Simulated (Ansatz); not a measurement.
Runs of Ansatz 0.2.0 on Pt. Symmetry: Fm-3m, No. 225, cubic system. Conventional cell: a = 3.922 Å, b = 3.922 Å, c = 3.922 Å, α = 90.00°, β = 90.00°, γ = 90.00°. Pt (site symmetry m-3m) is surrounded by 12 Pt at 2.77 Å. 

| task | level | U | cell | cutoff (eV) | smearing | gap on the mesh (eV) | pressure (GPa) | relaxed volume (Å³/atom) |
| --- | --- | --- | --- | --- | --- | --- | --- | --- |
| relaxation of cell and atoms | RPBE+D3(BJ) | - | relaxed | - | fermi-dirac 0.05 eV | - | 0.0 | (a) |
| relaxation of the atoms | LDA+U | Pt d U = 5.0 eV | atoms relaxed from: cell strained at random at fixed volume | - | methfessel-paxton 0.1 eV | none | -4.7 | - |
| single point | PBE | - | as given | 270 | gaussian 0.015 eV | none | 10.2 | - |
| single point | PBE | - | as given | 270 | gaussian 0.02 eV | none | 10.2 | - |
| band structure | BLYP | - | as given | 270 | fermi-dirac 0.05 eV | - | 25.6 | - |
| relaxation of cell and atoms | BLYP+D3(BJ) | - | relaxed | - | fermi-dirac 0.05 eV | - | 0.0 | 15.37 |
| single point | PBE | - | as given | 270 | gaussian 0.019 eV | none | 10.2 | - |
| single point | PBE | - | as given | 270 | gaussian 0.018 eV | none | 10.2 | - |

Alike in all rows: potentials or basis all-electron LAPW, scalar-relativistic; no spin polarisation; k mesh 12 × 12 × 12; basis error allowed 0.001 eV/atom.

**Question.** Estimate the missing entries.

**Answer.** (a) 13.53.

Caveats: the volume moved by -10 % from the deposited cell, more than functionals usually miss (some runs); the relaxation stopped at its first step, so nothing moved (some runs); U is the effective U less J, on atomic orbitals that reach past the spheres (some runs); U without spin polarisation on a metal has little footing (some runs); the U is typed as a test and isn't derived for this compound (some runs); so large a pressure means that the cell lies far from this level's equilibrium, or that cutoff or potentials fall short (some runs); spin-orbit coupling is left out, which moves the levels of the heavy elements (some runs).

A k mesh can miss the band edges, and the runs leave out spin-orbit coupling on Pt.

A gap of «none» marks a metal or a gap under the smearing width.
